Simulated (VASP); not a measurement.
A VASP 6.6.1 single-point calculation on NaF

INCAR

```
ISYM = 0
SIGMA = 0.02
LASPH = .TRUE.
NSW = 0
EDIFF = 1E-7
ENCUT = 520
PREC = Accurate
ISIF = 2
IBRION = -1
LCHARG = .FALSE.
GGA = 91
NBANDS = 14
LWAVE = .FALSE.
NELM = 120
ISMEAR = -1
LREAL = .FALSE.
LMAXMIX = 4
```

KPOINTS

```
KPOINTS created by Atomic Simulation Environment
0
Gamma
4 4 4
0 0 0
```

POSCAR

```
Na F
 1.0000000000000000
     2.8046000000000002    0.0358000000000000    0.0295000000000000
     0.0358000000000000    2.6987999999999999   -0.0336000000000000
     0.0295000000000000   -0.0336000000000000    2.8271999999999999
 Na  F
   1   1
Cartesian
  2.7971996699999999  2.6840280399999998  2.8103835400000001
  1.5855400300000002  1.3157805599999999  1.4314020599999999
```

The recommended PBE PAW datasets give the neutral cell 14 valence electrons.

Command

```
mpirun -np 1 vasp_std
```

**Question.** Predict the outcome of this run.

**Answer.** It converged. Results: gap between bands v and c on the k mesh 6.13 eV; least direct gap on the k mesh 6.41 eV; pressure 7.2 GPa; largest force 0.40 eV/Å. Band v is the last that the valence electrons fill when counted band by band, and c is the next.

OSZICAR

```
N       E                     dE             d eps       ncg     rms          rms(c)
DAV:   1     0.102321523558E+03    0.10232E+03   -0.74768E+03  1020   0.134E+03
DAV:   2    -0.417955401661E+01   -0.10650E+03   -0.99105E+02  1122   0.334E+02
DAV:   3    -0.915202971186E+01   -0.49725E+01   -0.49645E+01  1182   0.674E+01
DAV:   4    -0.918684197436E+01   -0.34812E-01   -0.34810E-01  1206   0.593E+00
DAV:   5    -0.918717286092E+01   -0.33089E-03   -0.33088E-03  1200   0.583E-01    0.538E+00
DAV:   6    -0.828213307576E+01    0.90504E+00   -0.26331E+00  1176   0.154E+01    0.169E+00
DAV:   7    -0.825528263781E+01    0.26850E-01   -0.35315E-02  1038   0.300E+00    0.102E+00
DAV:   8    -0.824198579381E+01    0.13297E-01   -0.24209E-02  1086   0.390E+00    0.131E-01
DAV:   9    -0.824248929158E+01   -0.50350E-03   -0.40143E-03  1302   0.568E-01    0.742E-02
DAV:  10    -0.824246250455E+01    0.26787E-04   -0.28832E-04  1080   0.210E-01    0.995E-03
DAV:  11    -0.824246215972E+01    0.34483E-06   -0.14250E-05  1254   0.781E-02    0.391E-03
DAV:  12    -0.824246220836E+01   -0.48635E-07   -0.10283E-06  1130   0.127E-02    0.107E-03
DAV:  13    -0.824246218035E+01    0.28005E-07   -0.15506E-07  1158   0.530E-03
   1 F= -.82424622E+01 E0= -.82424622E+01  d E =-.237064E-11
```

Standard output (part)

```
POSCAR found type information on POSCAR NaF
 POSCAR found :  2 types and       2 ions
 LDA part: xc-table for (Slater(with rela. corr.)+CA(PZ))
 , standard interpolation
 POSCAR, INCAR and KPOINTS ok, starting setup
 WAVECAR not read
 entering main loop
```

For comparison, a separate PBE run of the intended cell, on usual settings and not on those above, gives a gap of 6.08 eV on its mesh and a pressure of 7.5 GPa.
